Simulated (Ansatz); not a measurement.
This is a one-shot G0W0 calculation with the plane-wave code Ansatz on a 3-atom cell of SnS2 started from a crystallographic database; the level of theory is G0W0@PBE with 157 empty bands, a screening cutoff of 100 eV and a 6×6×4 mesh. The geometry is the r2SCAN+rVV10 minimum.

input.yaml:
```yaml
crystal:
  lattice:
    - [3.660757467, 0.0, 0.0]
    - [-1.8303787335, 3.1703089635, 0.0]
    - [0.0, 0.0, 5.9618049232]
  atoms:
    - { symbol: Sn, position: [0.0, 0.0, 0.0] }
    - { symbol: S, position: [0.3333333333, 0.6666666667, 0.2455903389] }
    - { symbol: S, position: [0.6666666667, 0.3333333333, 0.7544096611] }
kpoints:
  mp_grid: { grid: [6, 6, 4] }
hamiltonian:
  xc: pbe
scf:
  occupations: { method: fixed }
gw:
  n_empty_bands: 157
  ecut_chi: 100
  qp_bands: [v2, c2]
  qp_kpoints: band_edges
  screening: { model: contour_deformation }
```

Wall time 59 s on 1 × NVIDIA H100 80GB HBM3 with 2 threads of AMD EPYC 7R13 Processor (Zen 3), with other jobs on the host, load about 1.8 per core; peak host memory 1.5 GiB.

What the program printed (shortened):
```
Pseudopotential: Sn, paw, valence charge 14, recommended cutoff 420 eV (normal)
Pseudopotential: S, paw, valence charge 6, recommended cutoff 420 eV (normal)
Functional definition: PBE
Crystal: 3 atoms, lattice volume = 69.191 Å³
Basis set: ecut = 420 eV, 1327 PW (Γ)
Bands: 17, of which v1, the nominal top of the filled ones, is band 13 counted from 1 (12 counted from 0)
Symmetry: 12 space group operations
Space group: P-3m1 (ITA 164)
k-points: 24 of 144
SCF converged after 6 iterations
Free energy (F): -7829.424915 eV
Fermi energy:    6.234859 eV
--- Band table (eV; the first three rows and the last of 24) ---
  k-point 0: bands = […, 0.7537, 5.6089, 5.6089, 5.9040, 5.9040, 6.2349, 8.1789, 9.8937, 11.6542, 11.6542]
  k-point 1: bands = […, 1.1670, 5.3099, 5.5681, 5.5681, 5.9657, 5.9657, 8.8220, 9.9294, 11.5402, 11.5402]
  k-point 2: bands = […, 1.7037, 4.4692, 5.5372, 5.5372, 6.0178, 6.0178, 9.2604, 9.9593, 11.4326, 11.4326]
  k-point 23: bands = […, -0.8215, 2.2729, 2.2729, 2.7592, 5.9004, 5.9004, 9.2863, 11.7120, 11.7120, 13.3966]
--- G₀W₀: contour deformation, 6 samples at zero and on the imaginary axis and 2 off it, 144 q-points, 157 empty bands' worth ---
    ik  band        ε_KS         Σx   Σc(E_QP)       V_xc       Z   E_QP_lin       E_QP  E_QP is
     0    12      5.9040   -18.2999     2.0131   -15.8886  0.7355     5.5024     5.5058  root
     0    13      6.2349   -18.4335     2.2706   -15.6928  0.7360     5.7603     5.7647  root
     0    14      8.1789   -11.6507    -3.4021   -15.4374  0.7828     8.5651     8.5636  root
     0    15      9.8937    -7.8489    -4.0432   -12.2045  0.7917    10.2075    10.2062  root
     1    12      5.9657   -18.3344     1.9806   -15.9576  0.7370     5.5662     5.5695  root
     1    13      5.9657   -18.3344     1.9806   -15.9576  0.7370     5.5662     5.5695  root
     1    14      8.8220   -12.1658    -3.4653   -16.0589  0.7723     9.2524     9.2498  root
     1    15      9.9294    -7.9727    -4.0575   -12.3488  0.7911    10.2495    10.2480  root
     2    12      6.0178   -18.3727     1.9561   -16.0232  0.7380     5.6211     5.6243  root
     2    13      6.0178   -18.3727     1.9561   -16.0232  0.7380     5.6211     5.6243  root
     2    14      9.2604   -12.1343    -3.7195   -16.3407  0.7655     9.7514     9.7472  root
     2    15      9.9593    -8.1057    -4.0665   -12.4927  0.7907    10.2813    10.2797  root
     3    12      6.1260   -18.3432     1.9629   -15.9818  0.7389     5.7246     5.7276  root
     3    13      6.1959   -18.3885     2.2641   -15.6520  0.7356     5.7189     5.7235  root
     3    14      9.1087   -12.0411    -3.6548   -16.1892  0.7590     9.6062     9.6020  root
     3    15     10.7115    -8.1047    -4.2236   -12.6747  0.7810    11.0595    11.0580  root
     4    12      5.5985   -18.1096     2.4230   -15.1871  0.7288     5.0925     5.0991  root
     4    13      6.0004   -18.2463     2.0253   -15.8133  0.7367     5.5892     5.5926  root
     4    14      8.9594   -11.6060    -3.6042   -15.6844  0.7633     9.4374     9.4336  root
     4    15     10.9628    -8.3857    -4.3105   -13.0827  0.7735    11.3511    11.3493  root
     5    12      5.1493   -17.7868     2.3109   -15.0103  0.7253     4.6760     4.6838  root
     5    13      5.9977   -18.2098     2.0071   -15.7951  0.7368     5.5866     5.5900  root
     5    14      9.0833   -11.4558    -3.6909   -15.6309  0.7620     9.5715     9.5676  root
     5    15     11.0426    -8.7484    -4.3371   -13.4827  0.7712    11.4413    11.4398  root
     6    12      5.8246   -18.0495     2.3042   -15.2596  0.7326     5.3333     5.3389  root
     6    13      6.1252   -18.3158     1.9477   -15.9696  0.7390     5.7237     5.7267  root
     6    14      9.2554   -11.8471    -3.7571   -16.1104  0.7576     9.7666     9.7615  root
     6    15     10.8234    -8.6025    -4.2372   -13.2004  0.7773    11.1856    11.1842  root
     7    12      5.8308   -17.9785     2.3160   -15.1686  0.7316     5.3311     5.3369  root
     7    13      6.0408   -18.3283     2.0061   -15.9068  0.7376     5.6219     5.6253  root
     7    14      8.3622   -10.7888    -3.5038   -14.7048  0.7696     8.7768     8.7744  root
     7    15     10.9645    -8.1297    -4.2624   -12.7526  0.7803    11.3256    11.3249  root
     8    12      5.4913   -17.9561     2.4768   -14.9670  0.7255     4.9713     4.9790  root
     8    13      5.8835   -18.2028     2.0825   -15.6926  0.7349     5.4518     5.4557  root
     8    14      8.0263   -10.7021    -3.3768   -14.4725  0.7727     8.4217     8.4199  root
     8    15     11.1685    -7.8828    -4.2993   -12.5462  0.7778    11.5336    11.5327  root
  […]
```

The rows of the band table are 0: (0, 0, 0) = Γ, 1: (0, 0, 1/4), 2: (0, 0, -1/2), 23: (1/3, 1/3, -1/2).

The points are ik 0 = (0, 0, 0) (Γ), ik 1 = (0, 0, 1/4), ik 2 = (0, 0, -1/2), ik 3 = (0, 1/6, 0), ik 4 = (0, 1/6, 1/4), ik 5 = (0, 1/6, -1/2), ik 6 = (0, 1/6, -1/4), ik 7 = (0, 1/3, 0), ik 8 = (0, 1/3, 1/4), ik 9 = (0, 1/3, -1/2), ik 10 = (0, 1/3, -1/4), ik 11 = (0, -1/2, 0); band 13 is the last filled one.

Over the mesh points the PBE gap of 1.50 eV becomes a quasiparticle gap of 2.33 eV (Γ to k = (0, -1/2, 1/4)), a change of +0.83 eV. Renormalisation factors Z lie between 0.71 and 0.79. G0W0 values are finite-basis, finite-mesh values.

(Simulation; spin polarisation is off.)

Spin-orbit coupling is left out, which matters wherever the heavy atoms make up the band edges.
